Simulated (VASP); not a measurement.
Runs of VASP 6.6.1 on CdSe. It takes space group F-43m (No. 216, cubic). The conventional cell has a = 6.092 Å, b = 6.092 Å, c = 6.092 Å, α = 90.00°, β = 90.00°, γ = 90.00°. Cd (site symmetry -43m) has 4 Se at 2.64 Å as nearest neighbours. Se (site symmetry -43m) is surrounded by 4 Cd at 2.64 Å. The cell was built by a generator and needn't be a form met in nature.

| task | level | potentials or basis | spin | cell | k mesh | cutoff (eV) | gap on the mesh (eV) | pressure (GPa) |
| --- | --- | --- | --- | --- | --- | --- | --- | --- |
| band structure | r2SCAN | VASP PAW PBE potentials, release 64 (Cd, Se) | off | F-43m, 28.27 Å³/atom | 8 × 8 × 8 | 520 | (a) | 1.4 |
| band structure | LDA | VASP PAW LDA potentials, release 64 (Cd, Se) | off | F-43m, 28.27 Å³/atom | 8 × 8 × 8 | 520 | (b) | -1.8 |
| band structure | TB-mBJ | VASP PAW PBE potentials, release 64 (Cd, Se) | off | F-43m, 28.27 Å³/atom | 8 × 8 × 8 | 520 | 1.94 | - |
| relaxation of cell and atoms | PBEsol | VASP PAW PBE potentials, release 64 (Cd, Se) | off | relaxed | 8 × 8 × 8 | 600 | 0.47 | 0.0 |
| band structure | PBEsol | VASP PAW PBE potentials, release 64 (Cd, Se) | off | F-43m, 28.27 Å³/atom | 8 × 8 × 8 | 520 | 0.47 | 0.1 |
| band structure | PBEsol | VASP PAW PBE potentials, release 64 (Cd, Se) | SOC, no magnetisation | F-43m, 28.27 Å³/atom | 6 × 6 × 6 | 520 | - | 0.1 |

Alike in all rows: smearing gaussian 0.03 eV.

Q: Estimate the missing entries.

A: (a) 1.08; (b) 0.35.

Caveats: the PAW data sets were made with another functional, which shifts forces and pressure a little (some runs).

A k mesh can miss the band edges, and rows without SOC leave out spin-orbit coupling on Cd, Se.
